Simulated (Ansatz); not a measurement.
# Te: stress in a strained cell

Aim: deform Te (zz strain of +1 %) and compute stress, forces and field gradients with LAPW, PAW and all-electron datasets made for the crystal.

Program: Ansatz 0.2.0. Level of theory: DFT PBE, scalar-relativistic. These are calculated values, not measurements.

## Step 1: The system as given

It takes space group P3_121 (No. 152, trigonal). The conventional cell has a = 4.458 Å, b = 4.458 Å, c = 5.925 Å, α = 90.00°, β = 90.00°, γ = 120.00°. Around Te (site symmetry 2) lie 2 Te at 2.79 Å.

Structure file:

```cif
data_structure
_symmetry_space_group_name_H-M 'P3_121'
_symmetry_Int_Tables_number 152
_cell_length_a 4.4580
_cell_length_b 4.4580
_cell_length_c 5.9250
_cell_angle_alpha 90.000
_cell_angle_beta 90.000
_cell_angle_gamma 120.000
_cell_volume 101.98
loop_
_atom_site_label
_atom_site_type_symbol
_atom_site_symmetry_multiplicity
_atom_site_Wyckoff_symbol
_atom_site_fract_x
_atom_site_fract_y
_atom_site_fract_z
_atom_site_occupancy
Te1 Te 3 a 0.74500 0.00000 0.33333 1
```

The file gives the conventional cell by its symmetry; the runs use the cell typed in the input.

Atoms are numbered in the order of the input: Te1, Te2, Te3.

## Step 2: The deformed structure

Space group P3_121 before, P3_121 after.

## Step 3: LAPW, all electrons

input.yaml reads:

```yaml
crystal:
  lattice:
    - [4.4579994587, 0.0, 0.0]
    - [-2.2289997294, 3.8607407813, 0.0]
    - [0.0, 0.0, 5.98425]
  atoms:
    - { symbol: Te, position: [0.745, 0.0, 0.3333333333] }
    - { symbol: Te, position: [0.0, 0.745, 0.6666666667] }
    - { symbol: Te, position: [0.255, 0.255, 0.0] }
kpoints:
  mp_grid: { grid: [9, 9, 6] }
  band_path:
    path:
      - [0.0, 0.0, 0.0]
      - [0.5, 0.0, 0.0]
      - [0.3333333333, 0.3333333333, 0.0]
      - [0.0, 0.0, 0.0]
      - [0.0, 0.0, 0.5]
      - [0.5, 0.0, 0.5]
      - [0.3333333333, 0.3333333333, 0.5]
      - [0.0, 0.0, 0.5]
      - [0.5, 0.0, 0.5]
    npoints: 5
scf:
  occupations: { method: fermi_dirac, width: 0.08 }
hamiltonian:
  xc: pbe
  pseudopotentials: { kind: all_electron, lapw: { basis_error: 0.0005 } }
output:
  forces: true
  stress: true
  eigenvalues: true
```

Launch:

```bash
$ ansatz run input.yaml --threads 1 --pin off --max-ram 4096MiB --backend cpu --events-out ev --progress --plain --runs-dir out
```

## Step 4: Frozen-core PAW

input.yaml reads:

```yaml
crystal:
  lattice:
    - [4.4579994587, 0.0, 0.0]
    - [-2.2289997294, 3.8607407813, 0.0]
    - [0.0, 0.0, 5.98425]
  atoms:
    - { symbol: Te, position: [0.745, 0.0, 0.3333333333] }
    - { symbol: Te, position: [0.0, 0.745, 0.6666666667] }
    - { symbol: Te, position: [0.255, 0.255, 0.0] }
kpoints:
  mp_grid: { grid: [9, 9, 6] }
scf:
  occupations: { method: fermi_dirac, width: 0.08 }
hamiltonian:
  xc: pbe
  pseudopotentials: { kind: paw }
output:
  forces: true
  stress: true
  eigenvalues: true
  efg: { contact_densities: true }
```

## Step 5: Datasets made for this crystal

input.yaml: that of step 4 with these lines changed.

```diff
@@ -15,3 +15,3 @@
   xc: pbe
-  pseudopotentials: { kind: paw }
+  pseudopotentials: { kind: all_electron, datasets: crystal }
 output:
```

(Steps that only read results are left out.)

What does the calculation give? Wanted: pressure; largest shear or deviatoric stress.

**Answer**, as computed:

| quantity | value |
| --- | --- |
| pressure | LAPW 2.42, PAW 2.41, crystal datasets 2.42 GPa |
| largest shear or deviatoric stress (LAPW) | 0.35 GPa |

In words: The largest part of the stress beyond the pressure is 0.35 GPa in size, in the zz component; the atoms are carried along and not relaxed. No run of the undeformed cell stands beside it, so the pressure holds what the given cell had before the change. PAW: stress within 0.01 GPa of LAPW, forces within 4 meV/Å. Crystal datasets: stress within 0.01 GPa of LAPW, forces within 1 meV/Å. Spin-orbit coupling is left out, though the cell holds Te; in elements this heavy it can shift bands and gaps by tenths of an eV.
